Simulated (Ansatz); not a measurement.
## One structure, 3 elements: SiO2, SnO2, PbO2

Plane-wave DFT in Ansatz with scalar-relativistic PAW potentials, cutoff 420 eV, Γ-centred meshes chosen by cell and gap, Gaussian smearing with energies taken to zero width. Every cell was relaxed (cell and atoms) in a run of its own, within the symmetry of its start. Functional: PBEsol.

All members share space group P4_2/mnm and the same sites; only the element on one set of sites changes (Si, Sn, Pb). Members needn't be the stable form of their composition. Energies over the elements, where given, are against the elements' standard states in the same functional (H₂, N₂, O₂ and halogens uncorrected, Hg as a solid). The first member:

Space group P4_2/mnm (No. 136). a = 4.194 Å, b = 4.194 Å, c = 2.679 Å, α = 90.00°, β = 90.00°, γ = 90.00°
```json
{"atom": "Si", "site": "2a", "symmetry": "m.mm", "x": "0.0000", "y": "0.0000", "z": "0.0000"}
{"atom": "O", "site": "4f", "symmetry": "m.2m", "x": "0.3060", "y": "0.3060", "z": "0.0000"}
```

Task: How do size, gap and binding change down the group?

Result:
| compound | V (Å³/atom) | a (Å) | c (Å) | gap on mesh (eV) | energy over elements (eV/atom) |
| --- | --- | --- | --- | --- | --- |
| SiO2 | 7.85 | 4.194 | 2.679 | 5.36 | -2.784 |
| SnO2 | 12.17 | 4.768 | 3.212 | 0.92 | -1.729 |
| PbO2 | 14.20 | 4.997 | 3.412 | 0.00 | -0.876 |

Over the series the volume grows at each step down the group; a gap opens only for Si, Sn (gaps under about 0.1 eV aren't resolved; a zero can be real, or an error of the semilocal functional, which closes small gaps); binding against the elements weakens.

Spin-orbit coupling is left out, which matters for the bands of heavy elements. For Tl, Pb and Bi spin-orbit coupling shifts energies too.